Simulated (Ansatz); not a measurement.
Runs of Ansatz 0.2.0 on AlAu. Symmetry: Pm-3m, No. 221, cubic system. Conventional cell: a = 3.224 Å, b = 3.224 Å, c = 3.224 Å, α = 90.00°, β = 90.00°, γ = 90.00°. Au (site symmetry m-3m) has 8 Al at 2.79 Å as nearest neighbours. Al (site symmetry m-3m) is surrounded by 8 Au at 2.79 Å. The cell comes from a database or a generator and needn't be the stable form of this composition.

```csv
task,level,k mesh,cutoff (eV),points for each segment of the path,mesh quality,gap on the mesh (eV),V0 of scaled cells (Å³/atom),B0 (GPa)
equation of state,r2SCAN,8 × 8 × 8,500,-,not flagged,-,16.07,135
equation of state,HSE06,6 × 6 × 6,420,-,not flagged,-,(b),(a)
projected density of states,HSE06,5 × 5 × 5,420,-,coarse,none,-,-
equation of state,PBE0,4 × 4 × 4,420,-,coarse,-,16.00,151
band structure,PBEsol,8 × 8 × 8,420,14,not flagged,none,-,-
```

Alike in all rows: potentials or basis Ansatz PAW; no spin polarisation; cell as given; smearing fermi-dirac 0.05 eV.

Problem. Estimate the missing entries.

Solution. (a) 131; (b) 16.28.

Caveats: some runs use coarse meshes; the PAW data sets come from PBE, with cores solved anew for the run's functional, which leaves a small shift of forces and pressure; the density of states is complete only up to the lowest level of the last band computed (some runs).

A k mesh can miss the band edges, and the runs leave out spin-orbit coupling on Au.

A gap of «none» marks a metal or a gap under the smearing width.

Not every run made on this cell is shown here.
